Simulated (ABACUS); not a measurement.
# PtS2 (P-3m1) in ABACUS: notebook, part 2 of 2

ABACUS 3.10.1. The steps go on from the part before.

### 3 Equation of state, PBE, 17.53 Å³/atom (volume scaled by 0.96)

INPUT

```
INPUT_PARAMETERS
suffix              PtS2
calculation         scf
basis_type          lcao
pseudo_dir          ./
orbital_dir         ./
symmetry            1
dft_functional      pbe
ecutwfc             100
pseudo_rcut         10
nspin               1
nbands              19
ks_solver           genelpa
smearing_method     fd
smearing_sigma      0.00367493
scf_thr             1e-07
scf_nmax            100
mixing_type         broyden
mixing_beta         0.7
cal_force           1
cal_stress          1
out_mul             1
```

STRU

```
ATOMIC_SPECIES
Pt 195.0840 Pt.upf
S 32.0600 S.upf

NUMERICAL_ORBITAL
Pt_confined-atom_7au_3s2p2d1f.orb
S_confined-atom_7au_2s2p1d.orb

LATTICE_CONSTANT
1.8897261246

LATTICE_VECTORS
3.4953130487 0.0000000000 0.0000000000
-1.7476565244 3.0270298944 0.0000000000
0.0000000000 0.0000000000 4.9706997601

ATOMIC_POSITIONS
Direct

Pt
0.0
1
0.0000000000 0.0000000000 0.0000000000 1 1 1

S
0.0
2
0.6666666667 0.3333333333 0.7730000000 1 1 1
0.3333333333 0.6666666667 0.2270000000 1 1 1
```

KPT

```
K_POINTS
0
Gamma
9 9 5 0 0 0
```

Potentials or basis: PseudoDojo NC SR 0.4.1 PBE standard, DZP LCAO (the cutoffs set its grid).

Launch:

```console
$ OMP_NUM_THREADS=1 mpirun -np 4 abacus > log
```

It took 6.3 s on 4 MPI ranks of AMD EPYC 7B13 (Zen 3), shared host; peak memory 0.44 GiB.

It converged, with:

* Free energy: -4154.4639 eV
* Pressure: 22.6 GPa
* Largest force: 2.335 eV/Å
* Band gap on the k mesh: 1.06 eV, indirect (least direct gap 1.11 eV)
* Mulliken charges: Pt +0.15; S -0.07 e

Caveat: the atomic orbitals were generated for these runs and aren't a published set; Mulliken charges move with the basis; spin-orbit coupling is left out, which moves the levels of the heavy elements; an odd mesh through Γ misses points on the zone boundary, where band edges often lie; the basis of atomic orbitals isn't converged, which shifts pressures, moduli and gaps; forces of over 1 eV/Å show positions far from the minimum, so gaps and moduli don't describe the material at rest.

### 4 Equation of state, PBE, 17.90 Å³/atom (volume scaled by 0.98)

INPUT is that of step 3.

Changes to STRU since step 3:

```diff
@@ -12,5 +12,5 @@
 LATTICE_VECTORS
-3.4953130487 0.0000000000 0.0000000000
--1.7476565244 3.0270298944 0.0000000000
-0.0000000000 0.0000000000 4.9706997601
+3.5194194177 0.0000000000 0.0000000000
+-1.7597097089 3.0479066223 0.0000000000
+0.0000000000 0.0000000000 5.0049815314
```

KPT is that of step 3.

Launch:

```console
$ OMP_NUM_THREADS=1 mpirun -np 4 abacus > log
```

It took 6.3 s on 4 MPI ranks of AMD EPYC 7B13 (Zen 3), shared host; peak memory 0.44 GiB.

Results (log left out):

- Free energy: -4154.6031 eV
- Pressure: 18.2 GPa
- Largest force: 1.966 eV/Å
- Band gap on the k mesh: 1.03 eV, indirect (least direct gap 1.09 eV)
- Mulliken charges: Pt +0.16; S -0.08 e

Caveat: the atomic orbitals were generated for these runs and aren't a published set; Mulliken charges move with the basis; spin-orbit coupling is left out, which moves the levels of the heavy elements; an odd mesh through Γ misses points on the zone boundary, where band edges often lie; the basis of atomic orbitals isn't converged, which shifts pressures, moduli and gaps; forces of over 1 eV/Å show positions far from the minimum, so gaps and moduli don't describe the material at rest.

### 5 Equation of state, PBE, 18.26 Å³/atom

INPUT is that of step 4.

Changes to STRU since step 4:

```diff
@@ -12,5 +12,5 @@
 LATTICE_VECTORS
-3.5194194177 0.0000000000 0.0000000000
--1.7597097089 3.0479066223 0.0000000000
-0.0000000000 0.0000000000 5.0049815314
+3.5432000000 0.0000000000 0.0000000000
+-1.7716000000 3.0685012107 0.0000000000
+0.0000000000 0.0000000000 5.0388000000
```

KPT is that of step 4.

Launch:

```console
$ OMP_NUM_THREADS=1 mpirun -np 4 abacus > log
```

Wall time 6.4 s (4 MPI ranks of AMD EPYC 7B13 (Zen 3), shared host); peak memory 0.44 GiB.

It converged, with:

```
Free energy            : -4154.7142 eV
Pressure               : 14.3 GPa
Largest force          : 1.626 eV/Å
Band gap on the k mesh : 1.01 eV, indirect (least direct gap 1.07 eV)
Mulliken charges       : Pt +0.17; S -0.08 e
```

Caveat: the atomic orbitals were generated for these runs and aren't a published set; Mulliken charges move with the basis; spin-orbit coupling is left out, which moves the levels of the heavy elements; an odd mesh through Γ misses points on the zone boundary, where band edges often lie; the basis of atomic orbitals isn't converged, which shifts pressures, moduli and gaps; forces of over 1 eV/Å show positions far from the minimum, so gaps and moduli don't describe the material at rest.

### 6 Equation of state, PBE, 18.63 Å³/atom (volume scaled by 1.02)

INPUT is that of step 5.

Changes to STRU since step 5:

```diff
@@ -12,5 +12,5 @@
 LATTICE_VECTORS
-3.5432000000 0.0000000000 0.0000000000
--1.7716000000 3.0685012107 0.0000000000
-0.0000000000 0.0000000000 5.0388000000
+3.5666655845 0.0000000000 0.0000000000
+-1.7833327923 3.0888230030 0.0000000000
+0.0000000000 0.0000000000 5.0721705089
```

KPT is that of step 5.

Potentials or basis: PseudoDojo NC SR 0.4.1 PBE standard, DZP LCAO (the cutoffs set its grid).

Launch:

```console
$ OMP_NUM_THREADS=1 mpirun -np 4 abacus > log
```

Wall time 6 s (4 MPI ranks of AMD EPYC 7B13 (Zen 3), shared host); peak memory 0.44 GiB.

The run converged. Its results:

- Free energy: -4154.7998 eV
- Pressure: 10.8 GPa
- Largest force: 1.311 eV/Å
- Band gap on the k mesh: 0.99 eV, indirect (least direct gap 1.05 eV)
- Mulliken charges: Pt +0.18; S -0.09 e

Caveat: the atomic orbitals were generated for these runs and aren't a published set; Mulliken charges move with the basis; spin-orbit coupling is left out, which moves the levels of the heavy elements; an odd mesh through Γ misses points on the zone boundary, where band edges often lie; the basis of atomic orbitals isn't converged, which shifts pressures, moduli and gaps; forces of over 1 eV/Å show positions far from the minimum, so gaps and moduli don't describe the material at rest.

### 7 Equation of state, PBE, 18.99 Å³/atom (volume scaled by 1.04)

INPUT is that of step 6.

Changes to STRU since step 6:

```diff
@@ -12,5 +12,5 @@
 LATTICE_VECTORS
-3.5666655845 0.0000000000 0.0000000000
--1.7833327923 3.0888230030 0.0000000000
-0.0000000000 0.0000000000 5.0721705089
+3.5898263996 0.0000000000 0.0000000000
+-1.7949131998 3.1088808573 0.0000000000
+0.0000000000 0.0000000000 5.1051076040
```

KPT is that of step 6.

Launch:

```console
$ OMP_NUM_THREADS=1 mpirun -np 4 abacus > log
```

Run time: 6.2 s. Hardware: 4 MPI ranks of AMD EPYC 7B13 (Zen 3), shared host; peak memory 0.44 GiB.

The run converged. Its results:

```yaml
Free_energy: -4154.8627 eV
Pressure: 7.6 GPa
Largest_force: 1.021 eV/Å
Band_gap_on_the_k_mesh: 0.97 eV, indirect (least direct gap 1.02 eV)
Mulliken_charges: Pt +0.18; S -0.09 e
```

Caveat: the atomic orbitals were generated for these runs and aren't a published set; Mulliken charges move with the basis; spin-orbit coupling is left out, which moves the levels of the heavy elements; an odd mesh through Γ misses points on the zone boundary, where band edges often lie; the basis of atomic orbitals isn't converged, which shifts pressures, moduli and gaps; forces of over 1 eV/Å show positions far from the minimum, so gaps and moduli don't describe the material at rest.

### 8 Equation of state, PBE, 19.36 Å³/atom (volume scaled by 1.06)

INPUT is that of step 7.

Changes to STRU since step 7:

```diff
@@ -12,5 +12,5 @@
 LATTICE_VECTORS
-3.5898263996 0.0000000000 0.0000000000
--1.7949131998 3.1088808573 0.0000000000
-0.0000000000 0.0000000000 5.1051076040
+3.6126921524 0.0000000000 0.0000000000
+-1.8063460762 3.1286831800 0.0000000000
+0.0000000000 0.0000000000 5.1376250896
```

KPT is that of step 7.

Launch:

```console
$ OMP_NUM_THREADS=1 mpirun -np 4 abacus > log
```

It took 6.5 s on 4 MPI ranks of AMD EPYC 7B13 (Zen 3), shared host; peak memory 0.44 GiB.

The run converged. Its results:

```
Free energy            : -4154.9052 eV
Pressure               : 4.8 GPa
Largest force          : 0.752 eV/Å
Band gap on the k mesh : 0.95 eV, indirect (least direct gap 1.01 eV)
Mulliken charges       : Pt +0.19; S -0.10 e
```

Caveat: the atomic orbitals were generated for these runs and aren't a published set; Mulliken charges move with the basis; spin-orbit coupling is left out, which moves the levels of the heavy elements; an odd mesh through Γ misses points on the zone boundary, where band edges often lie; the basis of atomic orbitals isn't converged, which shifts pressures, moduli and gaps.

### 9 Equation of state, PBE

Potentials or basis: PseudoDojo NC SR 0.4.1 PBE standard, DZP LCAO (the cutoffs set its grid).

This step only gathers the single runs of the series.

Results:

| Item | Value |
| --- | --- |
| Equilibrium volume | 20.08 Å³/atom (rough: see the caveat) |
| Bulk modulus at fixed shape and positions | 121 GPa (rough) |

Energy against volume, from the lowest point:
```csv
volume (Å³/atom),energy (meV/atom)
17.165,203.90
17.531,147.09
17.896,100.71
18.261,63.67
18.626,35.13
18.992,14.18
19.357,0.00
```

Caveat: the atomic orbitals were generated for these runs and aren't a published set; the minimum lies outside the volumes run; the cell was scaled at fixed shape and fractional positions, which overstates the stiffness of a crystal with free parameters, most of all of layers and chains; the basis of atomic orbitals isn't converged, which shifts pressures, moduli and gaps.
